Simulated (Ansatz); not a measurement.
# Ge (Imma) in Ansatz: equation of state

Aim: energy against volume of Ge in PBEsol, for its equilibrium volume and stiffness.

Everything below comes from runs of Ansatz 0.2.0. Logs are shortened: lines on timing, memory, paths and dates and some standing lists are left out, and cuts for length are marked.

### 1 The structure

The structure is orthorhombic, space group Imma (No. 74). Conventional cell: a = 4.992 Å, b = 5.302 Å, c = 2.874 Å, α = 90.00°, β = 90.00°, γ = 90.00°. Around Ge (site symmetry mm2) lie 6 Ge at 2.68 to 2.87 Å.

This isn't the form of Ge at room conditions, which is diamond.

### 2 Equation of state, PBEsol

Potentials or basis: all-electron LAPW, scalar-relativistic.

This step only gathers the single runs of the series.

Results:

```
Equilibrium volume                        : 18.39 Å³/atom
Bulk modulus at fixed shape and positions : 80 GPa
Pressure derivative of the bulk modulus   : 4.9
```

Energy against volume, from the lowest point:
| volume (Å³/atom) | energy (meV/atom) |
| --- | --- |
| 17.874 | 3.51 |
| 18.254 | 0.00 |
| 18.634 | 0.57 |
| 19.014 | 4.74 |
| 19.395 | 12.12 |
| 19.775 | 22.31 |
| 20.155 | 35.02 |

Caveat: the cell was scaled at fixed shape and fractional positions, which overstates the stiffness of a crystal with free parameters, most of all of layers and chains.
